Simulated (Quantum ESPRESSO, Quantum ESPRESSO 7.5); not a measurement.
## black arsenene, 1 layer, stepped through the share of short-range exact exchange

Wanted: a table for black arsenene, 1 layer against the share of short-range exact exchange, and what can be fitted to it.

Program: Quantum ESPRESSO 7.5. Level of theory: plane-wave DFT, PBE, SG15 norm-conserving pseudopotentials (geometry by pw.x at PBE, GBRV ultrasoft). Results are calculated unless marked as measured.

## 1. Set-up

The cell holds 4 atoms: 4 As. Cell: a = 4.750 Å, b = 3.680 Å, c = 17.480 Å, α = 90.0°, β = 90.0°, γ = 90.0°. It derives from As. Vacuum lies along c.

Set-up: Cell and atoms are relaxed under PBE (GBRV files) and held. Screened hybrids with norm-conserving files, screening 0.106 per bohr, fixed occupations, a 6×8×1 mesh with exchange on 3×4×1 q points. Levels count from the potential in the middle of the vacuum.

Members 0.15, 0.2 and 0.25 took the same steps and show in the table alone.

## 2. Variable-cell relaxation of the reference

What the set-up leaves free in this member is relaxed.

Input file ref.relax.in:

```
&control
  prefix = 'ref.relax'
  outdir = './out'
  pseudo_dir = './pseudo'
  nstep = 80
  forc_conv_thr = 0.0004
  calculation = 'vc-relax'
  etot_conv_thr = 1e-06
/
&system
  ibrav = 0
  nat = 4
  ntyp = 1
  ecutwfc = 50
  ecutrho = 250
  occupations = 'smearing'
  smearing = 'fd'
  degauss = 0.004
/
&electrons
  conv_thr = 1e-09
  mixing_beta = 0.4
  electron_maxstep = 120
  mixing_mode = 'plain'
/
&ions
/
&cell
  cell_dofree = '2Dxy'
  press_conv_thr = 0.3
/
ATOMIC_SPECIES
  As  74.9216  as_pbe_v1.uspp.F.UPF
CELL_PARAMETERS angstrom
  4.75000000000000 0.00000000000000 0.00000000000000
  0.00000000000000 3.68000000000000 0.00000000000000
  0.00000000000000 0.00000000000000 17.48000000000000
ATOMIC_POSITIONS crystal
  As  0.090000000000 0.000000000000 0.429061784897
  As  0.410000000000 0.500000000000 0.434782608696
  As  0.590000000000 0.500000000000 0.565217391304
  As  0.910000000000 0.000000000000 0.570938215103
K_POINTS automatic
  8 8 1 0 0 0
```

On the command line:

```bash
> OMP_NUM_THREADS=1 mpirun -n 4 pw.x -nk 4 -in ref.relax.in > ref.relax.out
```

Log:

```text
Program PWSCF v.7.5 starts
[citation notice left out]

     Parallel version (MPI & OpenMP), running on       4 processor cores
     Number of MPI processes:                 4
     Threads/MPI process:                     1

     MPI processes distributed on     1 nodes
[...]
Current dimensions of program PWSCF are:
     Max number of different atomic species (ntypx) = 10
     Max number of k-points (npk) =  40000
     Max angular momentum in pseudopotentials (lmaxx) =  4
     Message from routine setup:
     using ibrav=0 with symmetry is DISCOURAGED, use correct ibrav instead

     K-points division:     npool     =       4
     Subspace diagonalization in iterative solution of the eigenvalue problem:
     a serial algorithm will be used

     G-vector sticks info
     --------------------
     sticks:   dense  smooth     PW     G-vecs:    dense   smooth      PW
     Sum        1247     999    289               137777    98583   15577

     Using Slab Decomposition

     bravais-lattice index     =            0
     lattice parameter (alat)  =       8.9762  a.u.
     unit-cell volume          =    2061.9563 (a.u.)^3
     number of atoms/cell      =            4
     number of atomic types    =            1
     number of electrons       =        20.00
     number of Kohn-Sham states=           14
     kinetic-energy cutoff     =      50.0000  Ry
     charge density cutoff     =     250.0000  Ry
     scf convergence threshold =      1.0E-09
     mixing beta               =       0.4000
     number of iterations used =            8  plain     mixing
     energy convergence thresh.=      1.0E-06
     force convergence thresh. =      4.0E-04
     press convergence thresh. =      3.0E-01
     Exchange-correlation= SLA  PW   PBE  PBE
                           (   1   4   3   4   0   0   0)
     nstep                     =           80

     celldm(1)=   8.976199  celldm(2)=   0.000000  celldm(3)=   0.000000
     celldm(4)=   0.000000  celldm(5)=   0.000000  celldm(6)=   0.000000

     crystal axes: (cart. coord. in units of alat)
               a(1) = (   1.000000   0.000000   0.000000 )
               a(2) = (   0.000000   0.774737   0.000000 )
               a(3) = (   0.000000   0.000000   3.680000 )

     reciprocal axes: (cart. coord. in units 2 pi/alat)
               b(1) = (  1.000000  0.000000  0.000000 )
               b(2) = (  0.000000  1.290761  0.000000 )
               b(3) = (  0.000000  0.000000  0.271739 )

     PseudoPot. # 1 for As read from file:
     ./pseudo/as_pbe_v1.uspp.F.UPF
     Pseudo is Ultrasoft + core correction, Zval =  5.0
     Generated by new atomic code, or converted to UPF format
     Using radial grid of  875 points,  6 beta functions with:
                l(1) =   0
                l(2) =   0
                l(3) =   1
                l(4) =   1
                l(5) =   2
                l(6) =   2
     Q(r) pseudized with  8 coefficients,  rinner =    1.300   1.300   1.300
                                                       1.300   1.300

     atomic species   valence    mass     pseudopotential
     As                5.00    74.92160     As( 1.00)

      4 Sym. Ops., with inversion, found

   Cartesian axes

     site n.     atom                  positions (alat units)
         1        As     tau(   1) = (   0.0900000   0.0000000   1.5789474  )
         2        As     tau(   2) = (   0.4100000   0.3873684   1.6000000  )
         3        As     tau(   3) = (   0.5900000   0.3873684   2.0800000  )
         4        As     tau(   4) = (   0.9100000   0.0000000   2.1010526  )

     number of k points=    25  Fermi-Dirac smearing, width (Ry)=  0.0040
                       cart. coord. in units 2pi/alat
        k(    1) = (   0.0000000   0.0000000   0.0000000), wk =   0.0312500
        k(    2) = (   0.0000000   0.1613451   0.0000000), wk =   0.0625000
        k(    3) = (   0.0000000   0.3226902   0.0000000), wk =   0.0625000
        k(    4) = (   0.0000000   0.4840353   0.0000000), wk =   0.0625000
        k(    5) = (   0.0000000  -0.6453804   0.0000000), wk =   0.0312500
        k(    6) = (   0.1250000   0.0000000   0.0000000), wk =   0.0625000
        k(    7) = (   0.1250000   0.1613451   0.0000000), wk =   0.1250000
        k(    8) = (   0.1250000   0.3226902   0.0000000), wk =   0.1250000
        k(    9) = (   0.1250000   0.4840353   0.0000000), wk =   0.1250000
        k(   10) = (   0.1250000  -0.6453804   0.0000000), wk =   0.0625000
[...]
k(   25) = (  -0.5000000  -0.6453804   0.0000000), wk =   0.0312500

     Dense  grid:   137777 G-vectors     FFT dimensions: (  45,  36, 180)

     Smooth grid:    98583 G-vectors     FFT dimensions: (  45,  32, 150)

     Estimated max dynamical RAM per process >     220.54 MB

     Estimated total dynamical RAM >     781.27 MB

     Initial potential from superposition of free atoms

     starting charge      19.9990, renormalised to      20.0000

     negative rho (up, down):  1.370E-04 0.000E+00
     Starting wfcs are   16 randomized atomic wfcs

     total cpu time spent up to now is        3.6 secs

     per-process dynamical memory:    99.1 Mb

     Self-consistent Calculation

     iteration #  1     ecut=    50.00 Ry     beta= 0.40
     Davidson diagonalization with overlap
     ethr =  1.00E-02,  avg # of iterations =  2.2

     Threshold (ethr) on eigenvalues was too large:
     Diagonalizing with lowered threshold

     Davidson diagonalization with overlap
     ethr =  2.39E-04,  avg # of iterations =  2.4

     negative rho (up, down):  2.511E-05 0.000E+00

     total cpu time spent up to now is        9.4 secs

     total energy              =    -161.04761901 Ry
     estimated scf accuracy    <       0.04706634 Ry

     iteration #  2     ecut=    50.00 Ry     beta= 0.40
[...]
negative rho (up, down):  6.385E-05 0.000E+00

[...]
total energy              =    -161.04672456 Ry
     estimated scf accuracy    <       0.01345009 Ry

     iteration #  3     ecut=    50.00 Ry     beta= 0.40
[...]
negative rho (up, down):  9.532E-05 0.000E+00

[...]
total energy              =    -161.04792373 Ry
     estimated scf accuracy    <       0.00036773 Ry

     iteration #  4     ecut=    50.00 Ry     beta= 0.40
[...]
negative rho (up, down):  1.151E-04 0.000E+00

[...]
total energy              =    -161.04819873 Ry
     estimated scf accuracy    <       0.00010571 Ry

[...]
estimated scf accuracy    <       0.00056581 Ry

[...]
iteration #  8     ecut=    50.00 Ry     beta= 0.40
[...]
negative rho (up, down):  1.512E-04 0.000E+00

[...]
End of self-consistent calculation

[...]
the Fermi energy is    -1.0046 ev

!    total energy              =    -161.07493326 Ry
     estimated scf accuracy    <          5.8E-10 Ry
     smearing contrib. (-TS)   =      -0.00000192 Ry
     internal energy E=F+TS    =    -161.07493133 Ry

     The total energy is F=E-TS. E is the sum of the following terms:
     one-electron contribution =    -226.06763688 Ry
     hartree contribution      =     117.43585248 Ry
     xc contribution           =    -126.02462300 Ry
     ewald contribution        =      73.58147607 Ry

     convergence has been achieved in   8 iterations

     negative rho (up, down):  1.512E-04 0.000E+00

     Forces acting on atoms (cartesian axes, Ry/au):

     atom    1 type  1   force =    -0.00900568    0.00000000    0.00830501
     atom    2 type  1   force =     0.00932842    0.00000000   -0.01139771
     atom    3 type  1   force =    -0.00932842    0.00000000    0.01139771
     atom    4 type  1   force =     0.00900568    0.00000000   -0.00830501

     Total force =     0.027093     Total SCF correction =     0.000014

     Computing stress (Cartesian axis) and pressure

     negative rho (up, down):  1.512E-04 0.000E+00
          total   stress  (Ry/bohr**3)                   (kbar)     P=        1.42
   0.00002177   0.00000000  -0.00000022            3.20        0.00       -0.03
   0.00000000   0.00000158   0.00000000            0.00        0.23        0.00
  -0.00000022   0.00000000   0.00000554           -0.03        0.00        0.81

     Energy error            =      9.1E-03 Ry
     Gradient error          =      1.1E-02 Ry/Bohr
     Cell gradient error     =      3.2E+00 kbar

     number of scf cycles    =   3
     number of bfgs steps    =   2

     enthalpy           old  =    -161.0658248657 Ry
     enthalpy           new  =    -161.0749332579 Ry

     CASE: enthalpy          _new < enthalpy          _old

     new trust radius        =       0.0372070237 bohr
     new conv_thr            =       0.0000000003 Ry

     new unit-cell volume =   2095.12686 a.u.^3 (   310.46577 Ang^3 )
     density =      1.60289 g/cm^3

CELL_PARAMETERS (angstrom)
   4.800669828   0.000000000   0.000000000
   0.000000000   3.699733634   0.000000000
   0.000000000   0.000000000  17.480000000

ATOMIC_POSITIONS (crystal)
As               0.0726277911        0.0000000000        0.4313368553
As               0.4276856818        0.5000000000        0.4316844204
As               0.5723143182        0.5000000000        0.5683155796
As               0.9273722089        0.0000000000        0.5686631447

[...]
NEW-OLD atomic charge density approx. for the potential
     New effective cutoffs (rho, wfc):  249.73   49.99

     negative rho (up, down):  1.658E-04 0.000E+00

     total cpu time spent up to now is      116.0 secs

     per-process dynamical memory:   105.9 Mb

[...]
!    total energy              =    -161.07595314 Ry
[...]
Total force =     0.004760     Total SCF correction =     0.000011
[...]
number of bfgs steps    =   3
[...]
new trust radius        =       0.0040094432 bohr
[...]
!    total energy              =    -161.07598301 Ry
[...]
Total force =     0.002759     Total SCF correction =     0.000003
[...]
number of bfgs steps    =   4
[...]
new trust radius        =       0.0044103814 bohr
[...]
!    total energy              =    -161.07600774 Ry
[...]
Total force =     0.000841     Total SCF correction =     0.000005
[...]
number of bfgs steps    =   5
[...]
new trust radius        =       0.0066161127 bohr
[...]
!    total energy              =    -161.07602484 Ry
[...]
Total force =     0.001478     Total SCF correction =     0.000001
[...]
number of bfgs steps    =   6
[...]
new trust radius        =       0.0066216394 bohr
[...]
!    total energy              =    -161.07603501 Ry
[...]
Total force =     0.002352     Total SCF correction =     0.000004
[...]
number of bfgs steps    =   7
[...]
new trust radius        =       0.0072847381 bohr
[...]
!    total energy              =    -161.07604561 Ry
[...]
!    total energy              =    -161.07606509 Ry
[...]
Total force =     0.000302     Total SCF correction =     0.000000
[...]
number of bfgs steps    =  12
[...]
new trust radius        =       0.0019228504 bohr
[...]
!    total energy              =    -161.07606626 Ry
[...]
Total force =     0.000570     Total SCF correction =     0.000001
[...]
number of bfgs steps    =  13
[...]
new trust radius        =       0.0028836723 bohr
[...]
Self-consistent Calculation

     iteration #  1     ecut=    50.00 Ry     beta= 0.40
     Davidson diagonalization with overlap
     ethr =  1.00E-06,  avg # of iterations =  2.0

     Threshold (ethr) on eigenvalues was too large:
     Diagonalizing with lowered threshold

     Davidson diagonalization with overlap
     ethr =  6.01E-11,  avg # of iterations =  9.3

     negative rho (up, down):  1.510E-04 0.000E+00

     total cpu time spent up to now is      425.6 secs

     total energy              =    -161.07606769 Ry
     estimated scf accuracy    <       0.00000002 Ry

[...]
iteration #  5     ecut=    50.00 Ry     beta= 0.40
[...]
negative rho (up, down):  1.510E-04 0.000E+00

[...]
End of self-consistent calculation

          k = 0.0000 0.0000 0.0000 ( 12305 PWs)   bands (ev):

   -15.2736 -13.2087 -10.6160  -7.5783  -5.9257  -5.0367  -4.0051  -2.8983
    -2.4760  -1.4831  -0.5573   0.7328   1.1351   1.7920

          k = 0.0000 0.1611 0.0000 ( 12283 PWs)   bands (ev):

   -15.1272 -13.0526 -10.7659  -7.8021  -5.7987  -4.9028  -4.5456  -3.0472
    -2.8202  -1.5888  -0.4173   0.9901   1.7602   1.7661

          k = 0.0000 0.3223 0.0000 ( 12292 PWs)   bands (ev):

   -14.6952 -12.5890 -11.2721  -8.5380  -5.4444  -5.1959  -4.5260  -3.6246
    -2.7421  -1.9535  -0.1436  -0.0318   1.4554   1.6908

          k = 0.0000 0.4834 0.0000 ( 12316 PWs)   bands (ev):

   -14.0019 -12.1226 -11.8337  -9.6567  -5.2662  -5.0010  -4.0146  -3.6771
    -3.0695  -2.5729  -0.3110   0.1120   0.3650   1.0540

          k = 0.0000-0.6445 0.0000 ( 12328 PWs)   bands (ev):

   -13.1056 -13.1029 -10.8265 -10.8249  -4.9534  -4.9504  -3.6593  -3.6592
    -3.1601  -3.1571  -0.1985  -0.1958   0.4591   0.4611

          k = 0.1241 0.0000 0.0000 ( 12298 PWs)   bands (ev):

   -15.2031 -13.2694 -10.6581  -7.9589  -5.6654  -4.7684  -3.9367  -2.6223
    -2.4958  -1.8917  -0.2392   0.7980   0.8599   1.6635

[...]
the Fermi energy is    -0.9622 ev

!    total energy              =    -161.07606768 Ry
     estimated scf accuracy    <          2.1E-12 Ry
     smearing contrib. (-TS)   =      -0.00000190 Ry
     internal energy E=F+TS    =    -161.07606579 Ry

     The total energy is F=E-TS. E is the sum of the following terms:
     one-electron contribution =    -226.58953044 Ry
     hartree contribution      =     117.72943128 Ry
     xc contribution
[key lines of the parts left out:]
convergence has been achieved in   5 iterations
```

It took 11 min on 4 MPI ranks of Intel Xeon Platinum 8259CL at 2.50GHz (Skylake/Cascade Lake), shared host; peak memory 0.97 GiB.

Step by step:

```tsv
step	energy less that of the first step (eV)	largest force (eV/Å)	volume (Å³)
1	0.0000	1.8732	305.55
2	-0.2393	1.1282	307.74
3	-0.3632	0.3787	309.78
4	-0.3771	0.0807	310.47
5	-0.3775	0.0477	310.33
6	-0.3778	0.0144	310.09
7	-0.3781	0.0203	309.71
8	-0.3782	0.0329	309.34
9	-0.3783	0.0370	308.94
10	-0.3785	0.0276	308.32
11	-0.3786	0.0110	308.09
12	-0.3786	0.0026	308.08
13	-0.3786	0.0045	308.11
14	-0.3786	0.0095	308.11
15	-0.3786	0.0129	308.07
16	-0.3787	0.0155	308.00
17	-0.3787	0.0171	307.87
18	-0.3788	0.0172	307.67
19	-0.3788	0.0144	307.34
20	-0.3788	0.0099	307.00
21	-0.3788	0.0070	306.94
22	-0.3789	0.0070	306.94
```

```tsv
cell as run	before	after	change
a (Å)	4.750	4.756	+0.1 %
b (Å)	3.680	3.692	+0.3 %
```

The atoms that moved most (Å, along periodic axes as changes of fractional coordinates times the final cell, across vacuum about the mean position):

```tsv
atom	dx	dy	dz	length
As2	0.091	0.000	-0.061	0.110
As3	-0.091	0.000	0.061	0.110
As1	-0.090	0.000	0.039	0.098
As4	0.090	0.000	-0.039	0.098
```

The relaxed structure:

```xyz
4
Lattice="4.7559 0.0000 0.0000 0.0000 3.6921 0.0000 0.0000 0.0000 17.4800" Properties=species:S:1:pos:R:3
As    0.3376    0.0000    7.5390
As    2.0410    1.8461    7.5388
As    2.7149    1.8461    9.9412
As    4.4183    0.0000    9.9410
```

 The last row is no step: it is a fresh SCF in the final cell with a new plane-wave basis, -0 meV from the row before.

Read from the output:

* free energy: -2191.5518 eV
* Fermi energy: -0.9328 eV

(Continued in part 2 of 2.)

[Logs are printed without paths, hosts, clocks, repeated set-up lines and the standing remarks that a program may print on its own settings, such as how far it seeks lower states.]

[Hosts, paths, dates, database ids (printed as entryN), source tags and the programs' standing remarks are cut or masked in the printed files.]

[Maps of the electrostatic potential energy from Ansatz leave out the sawtooth potential of an applied field or a dipole correction, so their vacuum need not be flat; planar profiles and work functions include it.]
